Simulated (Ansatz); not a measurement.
input.yaml

```yaml
crystal:
  lattice:
    - [3.0470818241, 0.0, 0.0]
    - [-1.523540912, 2.638850267, 0.0]
    - [0.0, 0.0, 3.2173453946]
  atoms:
    - { symbol: Ti, position: [0.0, 0.0, 0.0] }
    - { symbol: B, position: [0.3333333333, 0.6666666667, 0.5] }
    - { symbol: B, position: [0.6666666667, 0.3333333333, 0.5] }
basis:
  ecutwfc: 420
kpoints:
  mp_grid: { grid: [18, 18, 14] }
hamiltonian:
  xc: pbesol
scf:
  occupations: { method: gaussian, width: 0.1 }
output:
  forces: true
  stress: true
  eigenvalues: true
  write_density: true
  write_potential: true
  elf: true
  volumetric_format: npy
relax:
  adjacent_minimum: "off"
  f_tol: 0.01
  max_steps: 30
  cell: { stress_tol: 0.1, fix: [volume] }
```

Command:
```bash
ansatz run input.yaml --threads 1 --pin off --max-ram 2560MiB --backend cpu --events-out ev --progress --plain --runs-dir out
```

All numbers below come from Ansatz 0.2.0, DFT PBEsol, scalar-relativistic, plane waves, PAW.

Abridged output (iterations and final results):

```
SCF iter   1: F=—  HF=-2782.609789 eV  |F-HF|=—  |Δ(HF+E_count)|=         —  Δρ=6.46e-3  dr2=8.73e-3  ethr=1.77e-3  ⟨swp⟩=4.4  Hψ=18771  notcnv=0
SCF iter   2: F=—  HF=-2782.606824 eV  |F-HF|=—  |Δ(HF+E_count)|=   2.96e-3  Δρ=3.24e-3  dr2=2.90e-3  ethr=4.85e-5  ⟨swp⟩=2.5  Hψ=8408  notcnv=0
SCF iter   3: F=—  HF=-2782.605726 eV  |F-HF|=—  |Δ(HF+E_count)|=   1.10e-3  Δρ=2.99e-4  dr2=2.22e-5  ethr=1.61e-5  ⟨swp⟩=2.0  Hψ=5420  notcnv=0
SCF iter   4: F=—  HF=-2782.605723 eV  |F-HF|=—  |Δ(HF+E_count)|=   2.13e-6  Δρ=4.83e-5  dr2=4.25e-7  ethr=1.23e-7  ⟨swp⟩=2.9  Hψ=6294  notcnv=0
SCF iter   5: F=-2782.605724 eV  HF=-2782.605724 eV  |F-HF|=7.02e-9  |Δ(HF+E_count)|=   9.47e-8  Δρ=7.02e-6  dr2=1.21e-8  ethr=2.36e-9  ⟨swp⟩=2.4  Hψ=5051  notcnv=0
SCF iter   6: F=-2782.605724 eV  HF=-2782.605724 eV  |F-HF|=6.87e-11  |Δ(HF+E_count)|=   2.93e-9  Δρ=8.95e-7  dr2=1.16e-10  ethr=6.73e-11  ⟨swp⟩=4.3  Hψ=18637  notcnv=0
SCF 1 converged in 6 iterations: F = -2782.605724 eV  dr2 = 1.16e-10
relax step   1: F+E_penalty+E_count = -2782.60572358 eV  Δ(F+E_penalty+E_count) = +0.000e0 eV  max|allowed force component| = 2.097e-16 eV/Å  Δτ_max = 0.0000 Å  P = -7.512 GPa  Ω = 25.870 Å³  fix = [volume]  reactions: volume -7.512 GPa (6 SCF iters, accepted)
Initial density: handed on by an earlier stage of this run
Initial wavefunctions: those handed on with the density
SCF iter   1: F=—  HF=-2782.606079 eV  |F-HF|=—  |Δ(HF+E_count)|=         —  Δρ=6.00e-4  dr2=1.12e-4  ethr=5.84e-7  ⟨swp⟩=2.0  Hψ=24864  notcnv=0
SCF iter   2: F=—  HF=-2782.606047 eV  |F-HF|=—  |Δ(HF+E_count)|=   3.24e-5  Δρ=2.09e-4  dr2=1.35e-5  ethr=5.84e-7  ⟨swp⟩=2.0  Hψ=4604  notcnv=0
SCF iter   3: F=-2782.606043 eV  HF=-2782.606043 eV  |F-HF|=5.03e-8  |Δ(HF+E_count)|=   3.71e-6  Δρ=2.22e-5  dr2=8.96e-8  ethr=7.51e-8  ⟨swp⟩=2.3  Hψ=4853  notcnv=0
SCF iter   4: F=-2782.606043 eV  HF=-2782.606043 eV  |F-HF|=3.09e-10  |Δ(HF+E_count)|=   1.80e-8  Δρ=4.90e-6  dr2=1.71e-9  ethr=4.98e-10  ⟨swp⟩=2.4  Hψ=5543  notcnv=0
SCF iter   5: F=-2782.606043 eV  HF=-2782.606043 eV  |F-HF|=1.96e-11  |Δ(HF+E_count)|=  4.55e-10  Δρ=7.79e-7  dr2=4.44e-11  ethr=9.49e-12  ⟨swp⟩=2.3  Hψ=6519  notcnv=0
SCF iter   6: F=-2782.606043 eV  HF=-2782.606043 eV  |F-HF|=4.55e-13  |Δ(HF+E_count)|=  2.36e-11  Δρ=6.51e-8  dr2=3.24e-13  ethr=1.00e-12  ⟨swp⟩=4.0  Hψ=15277  notcnv=0
SCF 2 converged in 6 iterations: F = -2782.606043 eV  dr2 = 3.24e-13
relax step   2: F+E_penalty+E_count = -2782.60604293 eV  Δ(F+E_penalty+E_count) = -3.193e-4 eV  max|allowed force component| = 6.785e-17 eV/Å  Δτ_max = 0.0000 Å  P = -7.366 GPa  Ω = 25.870 Å³  energy of the carried Pulay correction = +7.990e-6 eV  fix = [volume]  reactions: volume -7.366 GPa (6 SCF iters, dr2 threshold 3.00e-7 eV, accepted)
Initial wavefunctions: pseudopotential atomic-orbital guess (no wavefunctions were taken with the density)
SCF iter   1: F=—  HF=-2782.606045 eV  |F-HF|=—  |Δ(HF+E_count)|=         —  Δρ=8.47e-6  dr2=1.86e-9  ethr=1.62e-9  ⟨swp⟩=3.1  Hψ=30439  notcnv=0
SCF iter   2: F=—  HF=-2782.606042 eV  |F-HF|=—  |Δ(HF+E_count)|=   3.46e-6  Δρ=4.30e-6  dr2=4.86e-10  ethr=1.04e-11  ⟨swp⟩=2.1  Hψ=6068  notcnv=0
SCF iter   3: F=-2782.606042 eV  HF=-2782.606042 eV  |F-HF|=1.36e-12  |Δ(HF+E_count)|=   1.36e-9  Δρ=1.63e-7  dr2=2.83e-12  ethr=2.70e-12  ⟨swp⟩=1.5  Hψ=4652  notcnv=0
SCF iter   4: F=-2782.606042 eV  HF=-2782.606042 eV  |F-HF|=0.00e0  |Δ(HF+E_count)|=  9.09e-13  Δρ=5.06e-8  dr2=1.56e-13  ethr=1.00e-12  ⟨swp⟩=1.0  Hψ=3848  notcnv=0
SCF iter   5: F=-2782.606042 eV  HF=-2782.606042 eV  |F-HF|=9.09e-13  |Δ(HF+E_count)|=  4.55e-13  Δρ=2.22e-8  dr2=3.20e-14  ethr=1.00e-12  ⟨swp⟩=1.0  Hψ=3848  notcnv=0
SCF iter   6: F=-2782.606042 eV  HF=-2782.606042 eV  |F-HF|=0.00e0  |Δ(HF+E_count)|=  4.55e-13  Δρ=1.38e-9  dr2=5.97e-16  ethr=1.00e-12  ⟨swp⟩=1.0  Hψ=3848  notcnv=0
SCF iter   7: F=-2782.606042 eV  HF=-2782.606042 eV  |F-HF|=9.09e-13  |Δ(HF+E_count)|=  9.09e-13  Δρ=2.57e-10  dr2=1.53e-17  ethr=1.00e-12  ⟨swp⟩=1.8  Hψ=9505  notcnv=0
SCF 3 converged in 7 iterations: F = -2782.606042 eV  dr2 = 1.53e-17
SCF converged after 7 iterations
Free energy (F): -2782.606042 eV
Harris-Foulkes:  -2782.606042 eV  (|F-HF|=9.09e-13)
Internal energy: -2782.604280 eV  (E = F + TS)
E sigma→0 (E₀):  -2782.605161 eV
Entropy (-TS):   -0.001762 eV (-0.587 meV/atom)
Fermi energy:    14.980826 eV
--- Per-component energies (eV) ---
  E_band       = -96.129728
  E_kinetic    = 374.765468
  E_local      = -792.938091  (includes V_loc(G=0)·N_el)
  E_nonlocal   = 30.005934
  E_hartree    = 334.720938
  E_xc         = -163.873565
  E_vxc        = -201.958015  (∫ρ·V_xc dr)
  E_paw        = -1173.143625  (= ΣΔE_a)
  E_vpaw       = -175.446995  (= ΣTr[D̂ρ^β])
  E_aug_tail   = 0.000095  (compensation charges beyond the density's cutoff)
  E_ewald      = -1392.310241
  E_core_change = 0.168806  (= ΣΔE_core)
  E_smearing   = -0.001762  (= −TS)
--- Forces (eV/Å), atoms counted from 1 ---
  atom   1  Ti     0.00000000     0.00000000     0.00000000
  atom   2  B      0.00000000     0.00000000     0.00000000
  atom   3  B      0.00000000     0.00000000     0.00000000
--- Stress (GPa, compression-positive) ---
       -7.320404       0.000000       0.000000
        0.000000      -7.320404       0.000000
        0.000000       0.000000      -7.456070
  P = ⅓ Tr σ = -7.3656 GPa (-73.656 kbar)
--- Band table (eV; the first three rows and the last of 296) ---
  k-point 0: bands = ["-41.7383", "-18.2001", "-17.8939", "-17.8939", "1.5165", "12.3298", "12.3298", "12.6972", "12.8277", "16.8273", "16.8273", "18.6202", "18.6202"]
  k-point 1: bands = ["-41.7376", "-18.2104", "-17.8931", "-17.8931", "1.5851", "11.8513", "12.3839", "12.3839", "13.6000", "16.6453", "16.6453", "18.5004", "18.5004"]
  k-point 2: bands = ["-41.7355", "-18.2392", "-17.8907", "-17.8907", "1.7857", "10.8954", "12.5451", "12.5451", "14.3555", "16.2245", "16.2245", "18.1600", "18.1600"]
  k-point 295: bands = ["-41.6643", "-18.3000", "-18.1411", "-18.1411", "6.4389", "6.4389", "9.2660", "11.7851", "11.7851", "17.4590", "19.1869", "19.1869", "19.4228"]
--- Relaxed structure (2 steps of the walk, 2 accepted, 1 SCFs on fresh bases) ---
  F+E_penalty+E_count = -2782.60604161 eV   max|allowed force component| = 6.168e-17 eV/Å   (the final SCF, on the basis selected at the relaxed cell)
  cell:  # Å, volume = 25.8700 Å³
    - [3.04284379, 0.0, 0.0]
    - [-1.52142189, 2.63518002, 0.0]
    - [0.0, 0.0, 3.22631377]
  atoms:
    - { symbol: Ti, position: [0.0, 0.0, 0.0] }
    - { symbol: B, position: [0.33333333, 0.66666666, 0.5] }
    - { symbol: B, position: [0.66666666, 0.33333333, 0.5] }
```

The relaxation met its thresholds.

The run took 43 s on 1 thread of AMD EPYC (Zen 3) (shared host), peak memory 0.44 GiB.